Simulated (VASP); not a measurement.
Crystal: CdO (Monteponite).

```
Cd O
1.0
     0.00000    2.34950    2.34950
     2.34950    0.00000    2.34950
     2.34950    2.34950    0.00000
Cd O
1 1
Cartesian
  0.0000 0.0000 0.0000
  2.3495 2.3495 2.3495
```

| Quantity | Value |
| --- | --- |
| Program | VASP 6.6.1 |
| Task | relaxation of cell and atoms |
| Functional | optB88-vdW |
| Potentials or basis | VASP PAW PBE potentials, release 64 (Cd, O) |
| Cutoff | 600 eV |
| k mesh | 10 × 10 × 10 |
| Occupations | fermi-dirac, width 0.05 eV |
| Spin | no spin polarisation |

At the start: pressure 5.5 GPa; volume 12.97 Å³/atom.

Where does the relaxation end?

Over 3 steps the energy falls by 8.1 meV/atom and the volume is 13.46 Å³/atom (+3.8 %); space group Fm-3m (No. 225, to 0.05 Å).

Step by step:
```
step  energy change (eV)  largest force (eV/Å)  pressure (GPa)  volume (Å³)
   1              0.0000                0.0000            5.48        25.94
   2             -0.0088                0.0000           -3.27        27.64
   3             -0.0163                0.0000            0.00        26.93
```

Final structure:
```
Cd O
1.0
     0.00000    2.37902    2.37902
     2.37902    0.00000    2.37902
     2.37902    2.37902    0.00000
Cd O
1 1
Cartesian
  0.0000 0.0000 0.0000
  2.3790 2.3790 2.3790
```

Caveat: the PAW data sets were made with another functional, which shifts forces and pressure a little.
